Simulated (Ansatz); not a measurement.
**Pressure against volume: FeCo**

Space group Pm-3m (No. 221). a = 2.857 Å, b = 2.857 Å, c = 2.857 Å, α = 90.00°, β = 90.00°, γ = 90.00°
| atom | site | symmetry | x | y | z |
| --- | --- | --- | --- | --- | --- |
| Fe | 1b | m-3m | 0.5000 | 0.5000 | 0.5000 |
| Co | 1a | m-3m | 0.0000 | 0.0000 | 0.0000 |

The runs use the primitive cell with vectors (2.857, 0.000, 0.000), (0.000, 2.857, 0.000), (0.000, 0.000, 2.857) Å, to which the k mesh refers.

The structure is cubic, space group Pm-3m (No. 221). Conventional cell: a = 2.857 Å, b = 2.857 Å, c = 2.857 Å, α = 90.00°, β = 90.00°, γ = 90.00°. Fe (site symmetry m-3m) has 8 Co at 2.47 Å as nearest neighbours. Co (site symmetry m-3m) has 8 Fe at 2.47 Å as nearest neighbours.

The cell comes from COD entry 9004229, which wasn't checked; take it as a given geometry.

Other magnetic orders may lie lower; this is the state that the run reached.

All numbers are computed: DFT, PBE, all-electron LAPW, scalar-relativistic (Ansatz 0.2.0); DFT, PBE, PAW with Ansatz's default frozen-core files, scalar-relativistic (Ansatz 0.2.0).

For LAPW: a Γ-centred 11×11×11 k mesh, Fermi–Dirac smearing of 0.05 eV, basis error target 1 meV/atom, spin-polarised from start moments Fe1 3, Co2 2 μB. PAW takes a cutoff of 420 eV at this cell. The Ansatz runs share mesh, smearing and spin set-up. Plane-wave (PAW) pressures include the program's estimate of the Pulay term.

The cell above is scaled evenly, with fractional coordinates and shape held.

| V/V(cell) | V (Å³/atom) | P, LAPW (GPa) | P, PAW (GPa) | moment, LAPW (μB) | free energy over the lowest listed, PAW (meV/atom) |
| --- | --- | --- | --- | --- | --- |
| 0.9500 | 11.077 | 7.59 | 7.68 | 4.43 | 8.8 |
| 0.9750 | 11.369 | 2.11 | 2.19 | 4.48 | 0.0 |
| 1.0000 | 11.660 | -2.64 | -2.57 | 4.52 | 0.4 |
| 1.0250 | 11.952 | -6.76 | -6.69 | 4.56 | 9.0 |
| 1.0500 | 12.243 | -10.31 | -10.25 | 4.61 | 24.5 |

What do Birch–Murnaghan fits to the pressures give?

LAPW: V0 = 11.49 Å³/atom, B0 = 189 GPa, B0′ = 4.7; PAW: V0 = 11.50 Å³/atom, B0 = 189 GPa, B0′ = 4.7.

PAW's V0 lies 0.04 % from the all-electron value and its B0 -0.1 %. Symmetry fixes shape and coordinates here, so this is the relaxed modulus.
